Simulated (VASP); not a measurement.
# MgTe (F-43m) in VASP: equation of state, part 2 of 2

VASP 6.6.1.

**3. Equation of state, PBE, 32.41 Å³/atom (volume scaled by 0.96)**

File INCAR:

```
ALGO     = Normal         # electronic algorithm
EDIFF    = 1E-7           # SCF threshold, eV
ENCUT    = 520            # plane-wave cutoff, eV
GGA      = PE             # functional
ISIF     = 2              # what is computed and relaxed
ISMEAR   = -1             # smearing method
LASPH    = T              # aspherical terms in the spheres
LCHARG   = F              # write CHGCAR
LREAL    = F              # projectors in reciprocal space
LWAVE    = F              # write WAVECAR
NBANDS   = 11             # bands
NELM     = 60             # most SCF steps
PREC     = Accurate       # precision mode
SIGMA    = 0.05           # smearing width, eV
```

File KPOINTS:

```
k-points
0
Gamma
  7 7 7
```

File POSCAR:

```
MgTe
1.0
    0.0000000000      3.1883178095      3.1883178095
    3.1883178095      0.0000000000      3.1883178095
    3.1883178095      3.1883178095      0.0000000000
Te Mg
1 1
Direct
    0.2500000000      0.2500000000      0.2500000000
    0.0000000000      0.0000000000      0.0000000000
```

Potentials or basis: VASP PAW PBE potentials, release 64 (Te, Mg).

Run with:

```bash
cat potpaw_PBE.64/Te/POTCAR potpaw_PBE.64/Mg/POTCAR > POTCAR
mpirun -np 1 vasp_std > vasp.out
```

It took 18 s on 1 thread of Intel Xeon Platinum 8488C (Sapphire Rapids), shared host; peak memory 0.2 GiB.

It converged, with:

| Property | Result |
| --- | --- |
| Free energy | -6.3748 eV |
| Pressure | 2.4 GPa |
| Band gap on the k mesh | 2.60 eV, direct |

Caveat: spin-orbit coupling is left out, which moves the levels of the heavy elements; an odd mesh through Γ misses points on the zone boundary, where band edges often lie.

**4. Equation of state, PBE, 33.09 Å³/atom (volume scaled by 0.98)**

File INCAR:

```
SYSTEM = MgTe
ALGO = Normal
EDIFF = 1E-7
ENCUT = 520
GGA = PE
ISIF = 2
ISMEAR = -1
LASPH = .True.
LCHARG = .False.
LREAL = .False.
LWAVE = .False.
NBANDS = 11
NELM = 80
PREC = Accurate
SIGMA = 0.05
```

File KPOINTS:

```
k-points
0
Gamma
  7 7 7
  0 0 0
```

File POSCAR:

```
MgTe
1.0
    0.0000000000      3.2103069030      3.2103069030
    3.2103069030      0.0000000000      3.2103069030
    3.2103069030      3.2103069030      0.0000000000
Te Mg
1 1
Direct
    0.2500000000      0.2500000000      0.2500000000
    0.0000000000      0.0000000000      0.0000000000
```

Run with:

```bash
cat potpaw_PBE.64/Te/POTCAR potpaw_PBE.64/Mg/POTCAR > POTCAR
mpirun -np 1 vasp_std > vasp.out
```

Run time: 16 s. Hardware: 1 thread of Intel Xeon Platinum 8488C (Sapphire Rapids), shared host; peak memory 0.2 GiB.

It converged, with:

```
Free energy            : -6.3912 eV
Pressure               : 1.5 GPa
Band gap on the k mesh : 2.50 eV, direct
```

Caveat: spin-orbit coupling is left out, which moves the levels of the heavy elements; an odd mesh through Γ misses points on the zone boundary, where band edges often lie.

**5. Equation of state, PBE, 34.44 Å³/atom (volume scaled by 1.02)**

File INCAR:

```
SYSTEM = MgTe
ALGO     = Normal         ! electronic algorithm
EDIFF    = 1E-7           ! SCF threshold, eV
ENCUT    = 520            ! plane-wave cutoff, eV
GGA      = PE             ! functional
ISIF     = 2              ! what is computed and relaxed
ISMEAR   = -1             ! smearing method
LASPH    = .TRUE.         ! aspherical terms in the spheres
LCHARG   = .FALSE.        ! write CHGCAR
LREAL    = .FALSE.        ! projectors in reciprocal space
LWAVE    = .FALSE.        ! write WAVECAR
NBANDS   = 11             ! bands
NELM     = 100            ! most SCF steps
PREC     = Accurate       ! precision mode
SIGMA    = 0.05           ! smearing width, eV
```

File KPOINTS:

```
k-points
0
G
  7 7 7
  0 0 0
```

File POSCAR:

```
MgTe
1.0
    0.0000000000      3.2534034134      3.2534034134
    3.2534034134      0.0000000000      3.2534034134
    3.2534034134      3.2534034134      0.0000000000
Te Mg
1 1
Direct
    0.2500000000      0.2500000000      0.2500000000
    0.0000000000      0.0000000000      0.0000000000
```

Run with:

```bash
cat potpaw_PBE.64/Te/POTCAR potpaw_PBE.64/Mg/POTCAR > POTCAR
mpirun -np 1 vasp_std > vasp.out
```

Wall time 16 s (1 thread of Intel Xeon Platinum 8488C (Sapphire Rapids), shared host); peak memory 0.2 GiB.

It converged, with:

```
Free energy            : -6.4036 eV
Pressure               : 0.0 GPa
Band gap on the k mesh : 2.32 eV, direct
```

Caveat: spin-orbit coupling is left out, which moves the levels of the heavy elements.

**6. Equation of state, PBE, 35.11 Å³/atom (volume scaled by 1.04)**

File INCAR:

```
SYSTEM = MgTe
ALGO = Normal
EDIFF = 1E-7
ENCUT = 520
GGA = PE
ISIF = 2
ISMEAR = -1
LASPH = .TRUE.
LCHARG = .FALSE.
LREAL = .FALSE.
LWAVE = .FALSE.
NBANDS = 11
NELM = 80
PREC = Accurate
SIGMA = 0.05
```

KPOINTS is that of step 5.

File POSCAR:

```
MgTe
1.0
    0.0000000000      3.2745300016      3.2745300016
    3.2745300016      0.0000000000      3.2745300016
    3.2745300016      3.2745300016      0.0000000000
Te Mg
1 1
Direct
    0.2500000000      0.2500000000      0.2500000000
    0.0000000000      0.0000000000      0.0000000000
```

Potentials or basis: VASP PAW PBE potentials, release 64 (Te, Mg).

Run with:

```bash
cat potpaw_PBE.64/Te/POTCAR potpaw_PBE.64/Mg/POTCAR > POTCAR
mpirun -np 1 vasp_std > vasp.out
```

It took 16 s on 1 thread of Intel Xeon Platinum 8488C (Sapphire Rapids), shared host; peak memory 0.2 GiB.

It converged, with:

| Item | Value |
| --- | --- |
| Free energy | -6.4010 eV |
| Pressure | -0.6 GPa |
| Band gap on the k mesh | 2.24 eV, direct |

Caveat: spin-orbit coupling is left out, which moves the levels of the heavy elements.

**7. Equation of state, PBE, 35.79 Å³/atom (volume scaled by 1.06)**

File INCAR:

```
  PREC = Accurate
  ENCUT = 520
  EDIFF = 1E-7
  ISMEAR = -1
  SIGMA = 0.05
  LREAL = False
  LASPH = True
  NELM = 100
  ALGO = Normal
  ISIF = 2
  LWAVE = False
  LCHARG = False
  GGA = PE
  NBANDS = 11
```

File KPOINTS:

```
Automatic mesh
0
Gamma
  7 7 7
```

File POSCAR:

```
MgTe
1.0
    0.0000000000      3.2953874429      3.2953874429
    3.2953874429      0.0000000000      3.2953874429
    3.2953874429      3.2953874429      0.0000000000
Te Mg
1 1
Direct
    0.2500000000      0.2500000000      0.2500000000
    0.0000000000      0.0000000000      0.0000000000
```

Potentials or basis: VASP PAW PBE potentials, release 64 (Te, Mg).

Run with:

```bash
cat potpaw_PBE.64/Te/POTCAR potpaw_PBE.64/Mg/POTCAR > POTCAR
mpirun -np 1 vasp_std > vasp.out
```

OUTCAR:

```text
PREC = Accurate
   ENCUT = 520
   EDIFF = 1E-7
   ISMEAR = -1
   LREAL = False
   LASPH = True
   NELM = 100
   ISIF = 2
   GGA = PE

 ion  position               nearest neighbor table
   1  0.250  0.250  0.250-   2 2.85   2 2.85   2 2.85   2 2.85
   2  0.000  0.000  0.000-   1 2.85   1 2.85   1 2.85   1 2.85

  LATTYP: Found a face centered cubic cell.
 ALAT       =     6.5907748858

  Lattice vectors:

 A1 = (   0.0000000000,   3.2953874429,   3.2953874429)
 A2 = (   3.2953874429,   0.0000000000,   3.2953874429)
 A3 = (   3.2953874429,   3.2953874429,   0.0000000000)

Analysis of symmetry for initial positions (statically):
=====================================================================
 Subroutine PRICEL returns:
 Original cell was already a primitive cell.

 Routine SETGRP: Setting up the symmetry group for a
 face centered cubic supercell.

 Subroutine GETGRP returns: Found 24 space group operations
 (whereof 24 operations were pure point group operations)
 out of a pool of 48 trial point group operations.

The static configuration has the point symmetry T_d .

[... 163 lines left out ...]
  band No.  band energies     occupation
      1      -8.5187      2.00000
      2       1.4703      2.00000
      3       1.4703      2.00000
      4       1.4703      2.00000
      5       3.6277      0.00000
      6       6.8344      0.00000
      7       6.8344      0.00000
      8       6.8344      0.00000
      9       9.9399      0.00000
     10       9.9399      0.00000
     11       9.9561      0.00000
[... 253 lines left out ...]
 k-point    20 :      -0.2857    0.4286    0.1429
  band No.  band energies     occupation
      1      -7.8456      2.00000
      2      -1.0988      2.00000
      3      -0.3135      2.00000
      4       0.3760      2.00000
      5       5.6500      0.00000
      6       6.8234      0.00000
      7       7.7770      0.00000
      8       8.2524      0.00000
      9      10.2324      0.00000
     10      11.1879      0.00000
     11      13.1972      0.00000

------------------------ aborting loop because EDIFF is reached ----------------------------------------

  FORCE on cell =-STRESS in cart. coord.  units (eV):
  Direction    XX          YY          ZZ          XY          YZ          ZX
  --------------------------------------------------------------------------------------
  -------------------------------------------------------------------------------------
  Total       -0.5351613     -0.5351613     -0.5351613      0.0000000     -0.0000000      0.0000000
  in kB      -11.9796961    -11.9796961    -11.9796961      0.0000000     -0.0000000      0.0000000
  external PRESSURE =     -11.9796961 kB  Pullay stress =       0.0000000 kB

 VOLUME and BASIS-vectors are now :
 -----------------------------------------------------------------------------
  energy-cutoff  :      520.00
  volume of cell :       71.57
      direct lattice vectors                 reciprocal lattice vectors
     0.000000000  3.295387443  3.295387443    -0.151727227  0.151727227  0.151727227
     3.295387443  0.000000000  3.295387443     0.151727227 -0.151727227  0.151727227
     3.295387443  3.295387443  0.000000000     0.151727227  0.151727227 -0.151727227

 POSITION                                       TOTAL-FORCE (eV/Angst)
 -----------------------------------------------------------------------------------
      1.64769      1.64769      1.64769         0.000000      0.000000      0.000000
      0.00000      0.00000      0.00000        -0.000000     -0.000000     -0.000000
 -----------------------------------------------------------------------------------
    total drift:                                0.000000      0.000000      0.000000

  FREE ENERGIE OF THE ION-ELECTRON SYSTEM (eV)
  ---------------------------------------------------
  free  energy   TOTEN  =        -6.3933449230 eV

  energy  without entropy=       -6.3933449230  energy(sigma->0) =       -6.39334492
```

Wall time 17 s (1 thread of Intel Xeon Platinum 8488C (Sapphire Rapids), shared host); peak memory 0.2 GiB.

What came out:

```yaml
Free_energy: -6.3933 eV
Pressure: -1.2 GPa
Band_gap_on_the_k_mesh: 2.16 eV, direct
```

Caveat: spin-orbit coupling is left out, which moves the levels of the heavy elements.

**8. Equation of state, PBE**

This step only gathers the single runs of the series.

Results:

```yaml
Equilibrium_volume: 34.46 Å³/atom
Bulk_modulus: 34 GPa
Pressure_derivative_of_the_bulk_modulus: 4.2
```

Energy against volume, from the lowest point:
```
volume (Å³/atom)  energy (meV/atom)
          31.735              26.40
          32.410              14.39
          33.086               6.23
          33.761               1.55
          34.436               0.00
          35.111               1.29
          35.787               5.14
```

The run has no spin-orbit coupling, so splittings on Te are missing.
